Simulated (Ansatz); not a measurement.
ZrC, DFT, PBEsol, all-electron LAPW, scalar-relativistic (Ansatz 0.2.0), run on 1 thread of Arm Neoverse V1 on a shared host.

The structure is an experimental refinement, used without relaxation. The listed cell was then made from it by scaling, straining or moving an atom.

Command: `ansatz run input.yaml --threads 1 --pin off --max-ram 2048MiB --backend cpu --events-out ev --progress --plain --runs-dir out`

```yaml
crystal:
  lattice:
    - [0.0, 2.3184465117, 2.3184465117]
    - [2.3184465117, 0.0, 2.3184465117]
    - [2.3184465117, 2.3184465117, 0.0]
  atoms:
    - { symbol: Zr, position: [0.5, 0.5, 0.5] }
    - { symbol: C, position: [0.0, 0.0, 0.0] }
kpoints:
  mp_grid: { grid: [15, 15, 15] }
scf:
  occupations: { method: fermi_dirac, width: 0.05 }
hamiltonian:
  xc: pbesol
  pseudopotentials: { kind: all_electron, lapw: { basis_error: 0.0005 } }
output:
  forces: true
  stress: true
  eigenvalues: true
```

How large is the problem that the program sets up?

120 irreducible k-points, 283 plane waves at Γ, 22 bands.

About how long does it take, and how much memory does it use?

23 s of wall time for 10 SCF iterations, with a peak of 0.42 GiB. Times on shared machines scatter by tens of per cent.

And the same cell and mesh by PAW with the default files, asked for forces, stress, eigenvalues, efg, write_density, write_potential, elf, on the same hardware?

4.6 s, peak memory 0.37 GiB.
